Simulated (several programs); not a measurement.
**LiNbO3 (LiNbO3 type) from semi-empirical methods to plane-wave DFT**

Measured values to be reproduced:
- volume: 10.61 Å³ an atom (from the lattice constants; a, hexagonal axes; 300 K; “Omni‐functional crystal: Advanced methods to characterize the composition and homogeneity of lithium niobate melts and crystals”; Literature value quoted in a review; crystal composition (congruent or stoichiometric) not stated; 2022; pmc:10191049)

LiNbO3 (LiNbO3 type), relaxed with r2SCAN in Ansatz, was computed with several methods. It is trigonal, R3c (No. 161); a = 5.137 Å, c = 13.885 Å in the conventional setting, 10.58 Å³ an atom. Li is surrounded by 6 O at 2.05–2.24 Å; Nb is surrounded by 6 O at 1.88–2.14 Å; O is surrounded by 2 Nb at 1.88–2.14 Å and 2 Li at 2.05–2.24 Å. Simulation only: spin-unpolarised, and no claim that this is the phase found in nature.

```
CELL_PARAMETERS angstrom
2.56870 1.48304 4.62823
-2.56870 1.48304 4.62823
0.00000 -2.96608 4.62823
ATOMIC_POSITIONS crystal
Li 0.78217 0.78217 0.78217
Li 0.28217 0.28217 0.28217
Nb 0.50018 0.50018 0.50018
Nb 0.00018 0.00018 0.00018
O 0.60799 0.21964 0.86202
O 0.86202 0.60799 0.21964
O 0.10799 0.36202 0.71964
O 0.21964 0.86202 0.60799
O 0.71964 0.10799 0.36202
O 0.36202 0.71964 0.10799
```

Gaps and times are for a single point on this cell; volume and bulk modulus come from each method's own relaxation or energy curve at fixed shape, which is too stiff where a cell has free coordinates or axes. Times are rough, from shared hosts (AMD EPYC 9R45 96-Core Processor; Arm Neoverse V2; NVIDIA H100 80GB HBM3), and each method has its own mesh and cell size. A double dagger marks a value from a curve with shape and coordinates held. PM6 (MOPAC), PM7 (MOPAC), GFN1-xTB (tblite) treat a cluster of cells at its zone centre, which samples few k points: where these miss a band edge, the gap comes out too large for that reason alone. Gaps from k meshes are read at a limited set of points (mesh, symmetry points, PBE's band edges), so each method's own least gap may be somewhat smaller. xTB and the PM methods were fitted mostly to molecules, and can miss a solid's gap by electronvolts. Minimal bases can be far off for gaps. Times of the plane-wave ladder aren't listed, since it ran on unlike processors and cards. GLLB-SC's gap includes the derivative discontinuity. d marks a direct gap, i an indirect one (no mark: not told apart), a dash a value that wasn't computed or didn't pass its checks.

```
                              method              kind  gap (eV)  own volume (Å³/atom)  bulk modulus (GPa)  atoms computed  processor time
                              PBEsol         semilocal         –                 10.52                   –              10               –
light PBE (260 eV and a coarse mesh)  light plane-wave    3.58 i                     –                   –              10           1.8 s
                             PBE+SOC         semilocal    3.55 i                     –                   –              10               –
                   GFN1-xTB (tblite)     tight binding      1.23                     –                   –         cluster           7.2 s
                                 LDA         semilocal    3.53 i                 10.15                   –              10               –
                         PM6 (MOPAC)    semi-empirical      9.28                     –                   –         cluster           9.7 s
                         PM7 (MOPAC)    semi-empirical      4.53                     –                   –         cluster           9.8 s
                                 PBE         semilocal    3.59 i                 10.90                199‡              10               –
                              r2SCAN         semilocal    4.00 i                 10.58                220‡              10               –
                                PBE0            hybrid    5.79 i                     –                   –              10               –
                               HSE06            hybrid    5.03 i                     –                   –              10               –
                      PBE/SZV (CP2K)       small basis    2.96 i                11.26‡                193‡              10            48 s
                      GLLB-SC (GPAW)   model potential      6.11                     –                   –              10           120 s
                     PBE/DZVP (CP2K)       small basis    3.52 i                10.83‡                202‡              10         2.1 min
                        Hartree-Fock    exact exchange   13.58 i                     –                   –              10               –
                            DDH-PBE0            hybrid    5.24 i                     –                   –              10               –
```

Against HSE06 (5.03 eV) and with closed or daggered gaps left aside, the nearest gap at the points sampled is that of DDH-PBE0 (+0.21 eV) and the farthest that of Hartree-Fock (+8.55 eV). HSE06 is only a yardstick of convenience: for gaps this wide it usually falls short of measured ones, so a larger value can be the better one.

Volumes against r2SCAN's: PBEsol -0.5 %, LDA -4.1 %, PBE +3.0 %.

Runs without a result: GFN2-xTB (tblite) (single point).

Comparison with experiment:
- Volume, measured 10.61 Å³ an atom: PBEsol -0.8 %, LDA -4.3 %, PBE +2.8 %, r2SCAN -0.3 %.
The calculations are for a static lattice; samples hold vibrations, temperature and, in optical gaps, excitons. A measured value is shown where most reports agree with it, and only for the quantities listed.

Only the rows marked +SOC include spin-orbit coupling.
